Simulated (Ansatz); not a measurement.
**A decomposition energy, worked out: Al4P**

All numbers below come from Ansatz, DFT PBE, scalar-relativistic, plane waves, PAW. Settings: cutoff 420 eV, Γ-centred meshes spaced at most about 0.3 Å⁻¹, and about 0.25 Å⁻¹ or finer for metals (2π included), Gaussian smearing. No spin polarisation.

Energies over the elements count from the elements' standard structures at the same level, with no fitted energy shifts. The references include black phosphorus.

All energies are static (0 K, no zero-point motion). The reference form of P is held partly by dispersion forces, which this level lacks.

A trial structure of Al4P (reached from: random cell; relaxed: space group P6/mmm (No. 191), a = 2.764 Å, c = 13.463 Å) has a formation energy of 0.189 eV/atom. At its composition the lowest mixture among the elements and 1 reference phase computed alike (others may be missing) consists of these:

| phase | source | ΔE_f (eV/atom) |
| --- | --- | --- |
| Al (solid) | element | 0.000 |
| AlP (F-43m) | Materials Project | -0.633 |

**Question.** Write the balanced decomposition and find its energy per atom, per formula unit and per mole of formula units.

**Answer.** Balancing Al and P gives Al4P → 3 Al + AlP. The left side holds 5 atoms, and the products take 3/5 (Al) and 2/5 (AlP) of them. The mixture therefore lies at 3/5 × (0.000) + 2/5 × (-0.633) = -0.253 eV/atom. The reaction energy is -0.253 − (0.189) = -0.442 eV/atom. Times 5 atoms that is -2.210 eV per Al4P, and times 96.485 it is -213 kJ per mole of Al4P. Decomposition is downhill, so the trial structure is unstable against this mixture.
